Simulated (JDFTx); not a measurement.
HfC, 2 atoms in the cell. The structure is cubic, space group Fm-3m (No. 225). Conventional cell: a = 4.650 Å, b = 4.650 Å, c = 4.650 Å, α = 90.00°, β = 90.00°, γ = 90.00°. Around Hf (site symmetry m-3m) lie 6 C at 2.33 Å. C (site symmetry m-3m) has 6 Hf at 2.33 Å as nearest neighbours. 

```yaml
Program: JDFTx 1.7.0 (patched build)
Task: band structure
Functional: PBE
Potentials_or_basis: PseudoDojo-SR-PBE-0.4.1-standard with smoothed tails
Cutoff: 1116 eV
Density_cutoff: 8925 eV
k_mesh: 10 × 10 × 10
Occupations: fermi-dirac, width 0.05 eV
Spin: no spin polarisation
Band_ratio_of_the_Davidson_solver: 1.3
Local_potential_set_to_-Z/r_beyond: 6 bohr
Bands: 14
Density_cutoff_over_wavefunction_cutoff: 8
Max_SCF_steps: 30
SCF_threshold_on_the_energy: 1e-06 Ha
Solver_of_the_electrons: minimize
Further_solve_for_the_empty_bands: no
Start: density of an earlier self-consistent run, held fixed
Path: G-X-W-K-G-L-U-W-L-K-U-X
```

Potentials or basis: PseudoDojo-SR-PBE-0.4.1-standard with smoothed tails.

Run with:

```bash
$ jdftx -c 1 -i bands.in -o bands.out
```

Hardware: 1 thread of AMD EPYC 9R45 96-Core Processor (Zen 5), with other jobs on the host.

Task: How long does it take, and how much memory?

Result: Run time: 7.8 s on 1 thread of AMD EPYC 9R45 96-Core Processor (Zen 5) (shared host), peak memory 0.09 GiB. Counts: scf iterations 0, bands 14, plane waves 2126.
